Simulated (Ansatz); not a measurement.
Below is a relaxed structure of AlN. The cell was found from a structure generator's guess, not taken from experiment.

Theory: Ansatz 0.2.0, DFT PBE, scalar-relativistic, plane waves, PAW. Cutoff 420 eV, Γ-centred mesh, Gaussian smearing, no spin polarisation.

```
CELL_PARAMETERS angstrom
1.95406 -1.95419 0.00000
1.95406 1.95419 0.00000
-0.50274 0.00000 9.57715
ATOMIC_POSITIONS crystal
Al 0.73645 0.73645 0.89458
Al 0.26355 0.26355 0.10542
N 0.23527 0.23527 0.88548
N 0.76473 0.76473 0.11452
```

The zero of energy is the elements' standard structures at the same level (N₂ as a molecule); no fitted shifts are applied.

Q: What space group does it have?

A: C2/m (No. 12). Conventional cell: a = 3.908 Å, b = 3.908 Å, c = 9.590 Å, β = 93.0°. Around Al lie 4 N at 1.96 Å and 1 N at 2.11 Å; N has 4 Al at 1.96 Å and 1 Al at 2.11 Å.

Q: What is its formation energy per atom?

A: −0.923 eV/atom.

Q: Is it a metal?

A: No, the gap on the 8×8×4 mesh is 2.91 eV.

The last run used an 8×8×4 mesh (in the run's order of axes) for its 4-atom cell and Gaussian smearing of 0.02 eV. No dispersion correction is applied, so the spacing and binding between layers, chains or molecules are poorly described. Kohn–Sham gaps at this level usually fall short of measured ones. This cell was reached by moving the atoms of another relaxed cell at random and relaxing again, last within the group found; it had no such test of its own. Another cell of AlN relaxed alike, in P6_3mc, lies 0.43 eV/atom lower, so this cell isn't the stable form at this level.
